Question

SnSe₂ is built of layers, each a sheet of tin between two sheets of selenium. The table comes from a density-functional calculation in the local density approximation (LDA). Points a, b and c are the components of the wave vector k: a and b describe how an electron wave changes within a layer, c how its phase changes from one layer to the next. Level under 1 is the highest filled level at a point, level under 2 the next one down, and level over 1 the lowest empty level, all in eV from the valence top.

Kohn-Sham levels of SnSe₂ (space group P-3m1) at the given geometry, from ABINIT 10.8.3 with LDA, no spin polarisation and no spin-orbit coupling. The run used PseudoDojo NC SR LDA v0.4.1 standard pseudopotentials, a 1061 eV plane-wave cutoff, a 6×6×4 k mesh and Fermi-Dirac smearing of 0.05 eV. Levels are counted from the valence top on this mesh.

```
point a (reciprocal cell vector)  point b (reciprocal cell vector)  point c (reciprocal cell vector)  level under 4 (eV)  level under 3 (eV)  level under 2 (eV)  level under 1 (eV)  level over 1 (eV)
                          0.0000                            0.0000                            0.0000              -0.709              -0.392              -0.392               0.000              0.843
                          0.5000                            0.0000                            0.0000              -2.940              -2.704              -1.250              -0.308              1.041
                          0.1667                            0.1667                            0.0000              -3.459              -1.440              -1.291              -0.150              2.088
                          0.3333                            0.3333                            0.0000              -3.743              -3.384              -1.556              -1.556              1.272
                          0.3333                            0.3333                            0.2500              -4.035              -3.586              -0.964              -0.964              1.804
                          0.5000                            0.0000                            0.5000                   ?                   ?                   ?                   ?                  ?
                          0.3333                            0.3333                            0.5000                   ?                   ?                   ?                   ?                  ?
```

In the usual names, Γ is the point (0, 0, 0), M is (½, 0, 0) and K is (⅓, ⅓, 0). L lies above M and H above K, both at c = ½, where the wave changes sign from each layer to the next. The smallest gap on the whole mesh of this calculation is 0.665 eV. Predict the highest filled and the lowest empty level at L and at H, with error bars.

Model answer

Start with layers that don't interact. The phase between them then costs no energy, so L would repeat M and H would repeat K. The table rules this out above K: a quarter of the way up the c axis, the highest filled level has already risen by 0.59 eV and the lowest empty one by 0.53 eV.

Now let each layer interact only with the layers directly above and below. A level E₀ of the single layer gains w/2 from each neighbour, multiplied by the phase factor of the step up or down. The two terms add to a cosine:

E(c) = E₀ + w cos(2πc)

At c = 0, ¼ and ½ this gives E₀ + w, E₀ and E₀ − w. The second half of the climb therefore equals the first:

E(H) = 2 E(quarter) − E(K)

For the highest filled level:

E(H) = 2 × (−0.964) − (−1.556) = −0.372 eV

A second limit allows for mixing. At K the top two filled levels have the same energy, a pair required by the symmetry of the crystal, and this pair can mix with a lower pair of selenium p character. For two coupled pairs with mean energy m, it is (E − m)² that follows a cosine, so E rises less in the second half. The bending is strongest when the lower pair is as high as the table permits, at level under 4, and H then comes out at −0.53 eV.

The forecast for the top of the filled levels at H is the middle of these limits: a pair at −0.45 eV, give or take 0.25 eV for coupling to more distant layers and to other states. For the lowest empty level the plain cosine gives 2.34 eV, give or take 0.4 eV. The pair itself belongs to a calculation without spin-orbit coupling, which would split it, perhaps by tenths of an eV.

Between M and L there is no quarter point, so the highest filled level at L can only be confined to a range. It can't exceed zero, the valence top. As a lower end, take M and let it fall by as much as the level is forecast to rise from K to H, which gives −1.4 eV. The forecast is −0.7 eV, anywhere from −1.4 to 0.0 eV, and symmetry requires no pair here.

For the lowest empty level at L, the mesh gap sets a floor of 0.665 eV. The conduction minimum of this compound is known to lie at or near L, so the forecast is 0.67 eV. The upper end of the range is 1.04 eV, the value at M, which L would share if the layers were independent. This forecast tests where the minimum lies; its energy was supplied with the question.

The withheld rows as computed:

```
point a (reciprocal cell vector)  point b (reciprocal cell vector)  point c (reciprocal cell vector)  level under 4 (eV)  level under 3 (eV)  level under 2 (eV)  level under 1 (eV)  level over 1 (eV)
                          0.5000                            0.0000                            0.5000              -2.536              -2.012              -0.869              -0.708              0.732
                          0.3333                            0.3333                            0.5000              -4.255              -3.769              -0.369              -0.369              2.425
```

Remarks on the reasoning

All four computed levels lie within their ranges, but the answers don't deserve equal credit. The cosine used only K and the quarter point, and H took no part in it. At H the highest filled levels are indeed a pair, at −0.369 eV, almost exactly on the plain cosine. The allowance for bending moved the forecast 0.08 eV too low. A deeper lower pair can't be the whole reason, because in this model the bending fades only slowly as that pair moves down. Some other coupling probably cancels most of it, and these levels don't show which.

The lowest empty level at H is 0.09 eV higher than forecast, so its climb is slightly steeper in the second half. The levels shown here don't give the reason. The miss is small beside the total rise of 1.15 eV.

At L the highest filled level falls at the centre of its range. With a range 1.4 eV wide, that close agreement is accidental and earns no credit for precision. What the result does show is the direction: going from M to L lowers this level by 0.40 eV, while going from K to H raises it by 1.19 eV.

The same change of phase between layers can thus act in opposite directions. The wave vector within the layer doesn't decide this alone: from M to L the highest filled level falls while the next one down rises. What should matter is how the orbitals on one layer's upper face meet those on the next layer's lower face. Lobes of like sign lower the energy where they meet, and lobes of opposite sign raise it. The wave vector enters because each selenium atom faces three others across the gap between layers, and their contributions can add or cancel. This account of the orbitals is an argument and not a result, as the table doesn't give them. The lowest empty level moves the same way as the highest filled one on both lines. Selenium p orbitals in both would let both respond to the next layer, but would not by themselves fix a common direction, so that likeness stays unexplained here.

The lowest empty level at L holds the most instructive miss. It lies at 0.732 eV, which is 0.07 eV above the mesh minimum, so the minimum on this mesh is not at L itself. A mesh point near L is a reasonable guess, but the seven points can't confirm it. LDA also makes gaps too small, so 0.665 eV should not be used as the gap of the real material.

For practical use, don't assume that points with c = 0 are enough to locate the band edges of such a crystal. Among the points shown, the lowest empty level is at L, not at Γ or M. On the line from K to H, doubling the shift between c = 0 and c = ¼ came within 0.1 eV for both the highest filled and the lowest empty level. No other line was tested this way, so elsewhere the level at c = ½ should be computed directly. The printed output below gives each forecast with its miss.

The analysis program printed:

```
Gamma, top filled level above the pair below it (eV): 0.392
M, spacing of the top two filled levels (eV): 0.942
K to quarter point, rise of the top filled level (eV): 0.592
K to quarter point, rise of the lowest empty level (eV): 0.532
conduction minimum on the mesh below the lowest empty level at Gamma (eV): 0.178
H top filled level, plain cosine (eV): -0.372
H top filled level, two coupled pairs with the strongest bending allowed (eV): -0.5315
H top filled level, forecast, give or take 0.25 (eV): -0.4517
H top filled level, computed (eV): -0.369
H top filled level, forecast less computed (eV): -0.08273
H lowest empty level, forecast, give or take 0.4 (eV): 2.336
H lowest empty level, computed (eV): 2.425
H lowest empty level, forecast less computed (eV): -0.089
L top filled level, lower end of the forecast range, upper end is zero (eV): -1.412
L top filled level, forecast at mid-range (eV): -0.7061
L top filled level, computed (eV): -0.708
L top filled level, forecast less computed (eV): 0.001866
L lowest empty level, forecast, range from this value up to that of M (eV): 0.665
L lowest empty level, computed (eV): 0.732
L lowest empty level, forecast less computed (eV): -0.067
M to L, computed change of the top filled level (eV): -0.4
M to L, computed change of the lowest empty level (eV): -0.309
K to H, computed change of the top filled level (eV): 1.187
K to H, computed change of the lowest empty level (eV): 1.153
H, computed spacing of the top two filled levels (eV): 0
L, computed spacing of the top two filled levels (eV): 0.161
K to H, second cosine term of the top filled level (eV): 0.00075
K to H, second cosine term of the lowest empty level (eV): 0.02225
L, computed direct gap (eV): 1.44
```
